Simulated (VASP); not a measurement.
# CdSe (F-43m) in VASP: further runs, part 2 of 2

VASP 6.6.1. Earlier steps stand in the parts before.

**4. Dielectric tensor, PBE**

The input, INCAR:

```
SYSTEM = CdSe
PREC = Accurate
ENCUT = 520
EDIFF = 1E-8
ISMEAR = 0
SIGMA = 0.03
LREAL = .False.
LASPH = .True.
NELM = 80
ALGO = Normal
ISIF = 2
LWAVE = .False.
LCHARG = .False.
GGA = PE
LEPSILON = .True.
```

The input, KPOINTS:

```
Automatic mesh
0
Monkhorst
  12 12 12
  0 0 0
```

The input, POSCAR:

```
CdSe                                    
1.0
    0.0000000000      3.0462087289      3.0462087289
    3.0462087289      0.0000000000      3.0462087289
    3.0462087289      3.0462087289      0.0000000000
  Cd              Se            
     1     1
Direct
     0.0000000000000000    0.0000000000000000    0.0000000000000000
     0.7500000000000000    0.7500000000000000    0.7500000000000000
```

Potentials or basis: VASP PAW PBE potentials, release 64 (Cd, Se).

Launch:

```sh
$ cat potpaw_PBE.64/Cd/POTCAR potpaw_PBE.64/Se/POTCAR > POTCAR
$ mpirun -np 1 vasp_std > vasp.out
```

OUTCAR:

```text
SYSTEM = CdSe
   PREC = Accurate
   ENCUT = 520
   EDIFF = 1E-8
   ISMEAR = 0
   LREAL = .False.
   LASPH = .True.
   NELM = 80
   ISIF = 2
   GGA = PE
   LEPSILON = .True.

 ion  position               nearest neighbor table
   1  0.000  0.000  0.000-   2 2.64   2 2.64   2 2.64   2 2.64
   2  0.750  0.750  0.750-   1 2.64   1 2.64   1 2.64   1 2.64

  LATTYP: Found a face centered cubic cell.
 ALAT       =     6.0924174578

  Lattice vectors:

 A1 = (   0.0000000000,   3.0462087289,   3.0462087289)
 A2 = (   3.0462087289,   0.0000000000,   3.0462087289)
 A3 = (   3.0462087289,   3.0462087289,   0.0000000000)

Analysis of symmetry for initial positions (statically):
=====================================================================
 Subroutine PRICEL returns:
 Original cell was already a primitive cell.

 Routine SETGRP: Setting up the symmetry group for a
 face centered cubic supercell.

 Subroutine GETGRP returns: Found 24 space group operations
 (whereof 24 operations were pure point group operations)
 out of a pool of 48 trial point group operations.

The static configuration has the point symmetry T_d .

Analysis of symmetry for dynamics (positions and initial velocities):
=====================================================================
 Subroutine PRICEL returns:
 Original cell was already a primitive cell.

 Routine SETGRP: Setting up the symmetry group for a
 face centered cubic supercell.

 Subroutine GETGRP returns: Found 24 space group operations
 (whereof 24 operations were pure point group operations)
 out of a pool of 48 trial point group operations.

The dynamic configuration has the point symmetry T_d .

 Subroutine INISYM returns: Found 24 space group operations
 (whereof 24 operations are pure point group operations),
 and found     1 'primitive' translations

----------------------------------------------------------------------------------------

                                     Primitive cell

  volume of cell :      56.5339

  direct lattice vectors                    reciprocal lattice vectors
     0.000000000  3.046208729  3.046208729    -0.164138457  0.164138457  0.164138457
     3.046208729  0.000000000  3.046208729     0.164138457 -0.164138457  0.164138457
     3.046208729  3.046208729  0.000000000     0.164138457  0.164138457 -0.164138457

  length of vectors
     4.307989698  4.307989698  4.307989698     0.284296147  0.284296147  0.284296147

  position of ions in fractional coordinates (direct lattice)
     0.000000000  0.000000000  0.000000000
     0.750000000  0.750000000  0.750000000

  ion indices of the primitive-cell ions
[... 493 lines left out ...]
  band No.  band energies     occupation
      1     -11.5122      2.00000
      2      -6.9479      2.00000
      3      -6.9429      2.00000
      4      -6.9094      2.00000
      5      -6.6633      2.00000
      6      -6.6280      2.00000
      7      -1.0667      2.00000
      8       0.2353      2.00000
      9       0.2412      2.00000
     10       3.6157      0.00000
     11       5.6393      0.00000
     12       7.8305      0.00000
     13       7.8685      0.00000

 [... further k-points ...]

  FORCE on cell =-STRESS in cart. coord.  units (eV):
  Direction    XX          YY          ZZ          XY          YZ          ZX
  --------------------------------------------------------------------------------------
  -------------------------------------------------------------------------------------
  Total        1.0109464      1.0109464      1.0109464      0.0000000      0.0000000      0.0000000
  in kB       28.6503387     28.6503387     28.6503387      0.0000000      0.0000000      0.0000000
  external PRESSURE =      28.6503387 kB  Pullay stress =       0.0000000 kB

 VOLUME and BASIS-vectors are now :
 -----------------------------------------------------------------------------
  energy-cutoff  :      520.00
  volume of cell :       56.53
      direct lattice vectors                 reciprocal lattice vectors
     0.000000000  3.046208729  3.046208729    -0.164138457  0.164138457  0.164138457
     3.046208729  0.000000000  3.046208729     0.164138457 -0.164138457  0.164138457
     3.046208729  3.046208729  0.000000000     0.164138457  0.164138457 -0.164138457

 POSITION                                       TOTAL-FORCE (eV/Angst)
 -----------------------------------------------------------------------------------
      0.00000      0.00000      0.00000         0.000000      0.000000      0.000000
      4.56931      4.56931      4.56931        -0.000000     -0.000000     -0.000000
 -----------------------------------------------------------------------------------
    total drift:                                0.000000      0.000000      0.000000

  FREE ENERGIE OF THE ION-ELECTRON SYSTEM (eV)
  ---------------------------------------------------
  free  energy   TOTEN  =        -5.4727044688 eV

  energy  without entropy=       -5.4727044688  energy(sigma->0) =       -5.47270447

 HEAD OF MICROSCOPIC STATIC DIELECTRIC TENSOR (INDEPENDENT PARTICLE, excluding Hartree and local field effects)
 ------------------------------------------------------
           8.071678     0.000000     0.000000
           0.000000     8.071678     0.000000
          -0.000000    -0.000000     8.071678
 ------------------------------------------------------

 Free energy of the ion-electron system (eV)
  ---------------------------------------------------
  ---------------------------------------------------
  free energy    TOTEN  =        -1.13885367 eV

  energy without entropy =       -1.13885367

------------------------ aborting loop because EDIFF is reached ----------------------------------------

--------------------------------------- Ionic step        2  -------------------------------------------

------------------------ aborting loop because EDIFF is reached ----------------------------------------

--------------------------------------- Ionic step        3  -------------------------------------------

 Free energy of the ion-electron system (eV)
  ---------------------------------------------------
  ---------------------------------------------------
  free energy    TOTEN  =        -1.13885124 eV

  energy without entropy =       -1.13885124

------------------------ aborting loop because EDIFF is reached ----------------------------------------

 PIEZOELECTRIC TENSOR FIELD DIRECTION 3  (e Angst)
 -----------------------------------------------------------------------------
     0.00033  2.30455  0.00000           (  0.00000 -0.03288  0.00000)
     2.30455  0.00033  0.00000           ( -0.03288  0.00000  0.00000)
     0.00000  0.00000 -0.00255           (  0.00000  0.00000  0.00000)

 PIEZOELECTRIC TENSOR FIELD DIRECTION 3  (C/m^2)
 -----------------------------------------------------------------------------
     0.00009  0.65311  0.00000
     0.65311  0.00009  0.00000
     0.00000  0.00000 -0.00072

 MACROSCOPIC STATIC DIELECTRIC TENSOR (including local field effects in DFT)
 ------------------------------------------------------
           7.718090    -0.000000    -0.000000
          -0.000000     7.718090     0.000000
           0.000000     0.000000     7.718090
 ------------------------------------------------------

 PIEZOELECTRIC TENSOR (including local field effects)  for field in x, y, z        (e  Angst)
          XX          YY          ZZ          XY          YZ          ZX
  --------------------------------------------------------------------------------
  x     0.00000    -0.00000     0.00000    -0.00000     2.30829    -0.00000
  y    -0.00000    -0.00000    -0.00000     0.00000    -0.00000     2.30829
  z    -0.00000    -0.00000    -0.00000     2.30829    -0.00000    -0.00000

 PIEZOELECTRIC TENSOR (including local field effects)  for field in x, y, z        (C/m^2)
          XX          YY          ZZ          XY          YZ          ZX
  --------------------------------------------------------------------------------
  x     0.00000    -0.00000     0.00000    -0.00000     0.65417    -0.00000
  y    -0.00000    -0.00000    -0.00000     0.00000    -0.00000     0.65417
  z    -0.00000    -0.00000    -0.00000     0.65417    -0.00000    -0.00000

 BORN EFFECTIVE CHARGES (including local field effects) (in |e|, cummulative output)
 ---------------------------------------------------------------------------------
 ion    1
    1     2.24524     0.00000     0.00000
    2     0.00000     2.24524     0.00000
    3     0.00000     0.00000     2.24524
 ion    2
    1    -2.24524     0.00000     0.00000
    2     0.00000    -2.24524     0.00000
    3     0.00000    -0.00000    -2.24524
```

OSZICAR:

```text
N       E                     dE             d eps       ncg     rms          rms(c)
DAV:   1     0.110974813878E+03    0.11097E+03   -0.89075E+03  4780   0.124E+03
[... 12 lines left out ...]
RMM:   6    -0.113768273631E+01   -0.23947E-02   -0.56160E-05 36293   0.495E-02    0.149E-02
RMM:   7    -0.113869002864E+01   -0.10073E-02   -0.15063E-05 39337   0.267E-02    0.290E-03
RMM:   8    -0.113884183900E+01   -0.15181E-03   -0.12778E-06 36511   0.744E-03    0.539E-04
RMM:   9    -0.113885111403E+01   -0.92750E-05    0.44821E-07 41663   0.111E-03    0.362E-04
RMM:  10    -0.113885220037E+01   -0.10863E-05    0.12942E-06 39222   0.973E-04    0.125E-04
RMM:  11    -0.113885244478E+01   -0.24441E-06    0.58466E-07 34481   0.188E-04    0.523E-05
RMM:  12    -0.113885144579E+01    0.99898E-06    0.90827E-08 30772   0.147E-04    0.101E-05
RMM:  13    -0.113885123695E+01    0.20884E-06   -0.58780E-10 16239   0.382E-05    0.690E-06
```

stdout:

```text
POSCAR found type information on POSCAR CdSe
 POSCAR found :  2 types and       2 ions
 scaLAPACK will be used
 LDA part: xc-table for (Slater+PW92), standard interpolation
 -----------------------------------------------------------------------------
|                                                                             |
[... 38 lines left out ...]
 Linear response to external field, progress :
  Direction:   1
 dielectric tensor                  component  1 :     7.718     0.283     0.000
 Linear response to external field, progress :
  Direction:   2
 dielectric tensor                  component  2 :    -0.000     7.718    -0.595
 Linear response to external field, progress :
  Direction:   3
 dielectric tensor                  component  3 :     0.552    -0.157     7.718
 Born effective charges drift removed
```

Wall time 33 min (1 thread of Intel Xeon Platinum 8259CL at 2.50GHz (Skylake/Cascade Lake), shared host); peak memory 1.6 GiB.

Results:

```
Electronic dielectric tensor (diagonal) : 7.72
Born charges (mean of the diagonal)     : Cd +2.25; Se -2.25 e
```

Electronic dielectric tensor:
```
7.72 0.00 0.00
0.00 7.72 0.00
0.00 0.00 7.72
```

Born effective charge tensors (e):
atom 1, Cd
```
2.25 0.00 0.00
0.00 2.25 0.00
0.00 0.00 2.25
```
atom 2, Se
```
-2.25  0.00  0.00
 0.00 -2.25  0.00
 0.00  0.00 -2.25
```
